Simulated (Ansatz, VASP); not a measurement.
# One calculation of TlCl, two programs

Contents of INCAR:

```
PREC = Accurate ; ENCUT = 520
EDIFF = 1E-7 ; ISMEAR = -1
SIGMA = 0.05 ; LREAL = F
LASPH = T ; NELM = 100
ALGO = Normal ; ISIF = 2
LWAVE = F ; LCHARG = F
GGA = PE ; NBANDS = 17
```

File KPOINTS:

```
Automatic mesh
0
Gamma
  7 7 7
```

The input POSCAR:

```
TlCl
1.0
    3.7821828372      0.0000000000      0.0000000000
    0.0000000000      3.7821828372      0.0000000000
    0.0000000000      0.0000000000      3.7821828372
Tl Cl
1 1
Direct
    0.0000000000      0.0000000000      0.0000000000
    0.5000000000      0.5000000000      0.5000000000
```

Contents of input.yaml:

```yaml
crystal:
  lattice:
    - [3.7821828372, 0.0, 0.0]
    - [0.0, 3.7821828372, 0.0]
    - [0.0, 0.0, 3.7821828372]
  atoms:
    - { symbol: Tl, position: [0.0, 0.0, 0.0] }
    - { symbol: Cl, position: [0.5, 0.5, 0.5] }
hamiltonian:
  xc: pbe
  pseudopotentials: { kind: paw }
kpoints:
  mp_grid: { grid: [7, 7, 7] }
scf:
  occupations: { method: fermi_dirac, width: 0.05 }
output:
  forces: true
  stress: true
  eigenvalues: true
```

Change from the starting cell: volume scaled by 0.96.

Alike in both runs: task single point; functional PBE; k mesh 7 × 7 × 7; occupations fermi-dirac, width 0.05 eV; no spin polarisation.

```csv
,VASP,Ansatz
version,VASP 6.6.1,Ansatz 0.2.0
potentials or method,"VASP PAW PBE potentials, release 64 (Tl_d, Cl)",Ansatz PAW
plane-wave cutoff (eV),520,420
valence electrons in the cell,20,20
```

Ansatz gave:

- gap on the k mesh at the Fermi level (eV): 2.48
- least direct gap on the mesh (eV): 2.48
- pressure (GPa): 2.6

Question: What did VASP give for the same quantities?

Answer: gap on the k mesh at the Fermi level (eV): 2.49; least direct gap on the mesh (eV): 2.49; pressure (GPa): 2.5.

Caveats: spin-orbit coupling is left out, which as a rule narrows the gap of such compounds by several tenths of an eV; an odd mesh through Γ misses points on the zone boundary, where band edges often lie (VASP); odd divisions of the mesh miss points on the zone boundary, where band edges often lie, so the gap on the mesh can be too wide (Ansatz).
